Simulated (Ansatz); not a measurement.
# In: the cost of one run

Computed with Ansatz 0.2.0 (DFT PBEsol, scalar-relativistic, plane waves, PAW, unless a step's input says otherwise).

## (1) The system as given

The structure is tetragonal, space group I4/mmm (No. 139). Conventional cell: a = 3.252 Å, b = 3.252 Å, c = 4.948 Å, α = 90.00°, β = 90.00°, γ = 90.00°. In (site symmetry 4/mmm) has 12 In at 3.25 to 3.38 Å in its first shell of neighbours.

Structure file:

```
CELL_PARAMETERS angstrom
-1.62615 1.62615 2.47395
1.62615 -1.62615 2.47395
1.62615 1.62615 -2.47395
ATOMIC_POSITIONS crystal
In 0.00000 0.00000 0.00000
```

The cell is taken as given, not relaxed at this level.

## (2) The reference cell

The reference gives a free energy of -5525.4090 eV, pressure -0.98 GPa, largest force 0.000 eV/Å and gap on the mesh none (metal). It was computed beforehand with the settings of the runs below.

## (3) Next: a tetragonal deformation path

At fixed volume and fractional coordinates, lengths along (0.000, 0.000, 1.000) are scaled against those across it; ρ is that ratio over its starting value.

## (4) At ρ = 0.850

Contents of input.yaml:

```yaml
crystal:
  lattice:
    - [-1.7166732042, 1.7166732042, 2.2199176722]
    - [1.7166732042, -1.7166732042, 2.2199176722]
    - [1.7166732042, 1.7166732042, -2.2199176722]
  atoms:
    - { symbol: In, position: [0.0, 0.0, 0.0] }
basis:
  ecutwfc: 420
kpoints:
  mp_grid: { grid: [22, 22, 22] }
hamiltonian:
  xc: pbesol
scf:
  occupations: { method: gaussian, width: 0.15 }
output:
  forces: true
  stress: true
  eigenvalues: true
```

The run is started by

```sh
> ansatz run input.yaml --threads 1 --pin off --max-ram 2560MiB --backend cpu --events-out ev --progress --plain --runs-dir out
```

**Question.** How long does this run take on 1 thread of Intel Xeon Platinum 8488C (Sapphire Rapids), shared host, and how much memory does it need?

About 9.6 s, with a peak of 0.57 GiB.
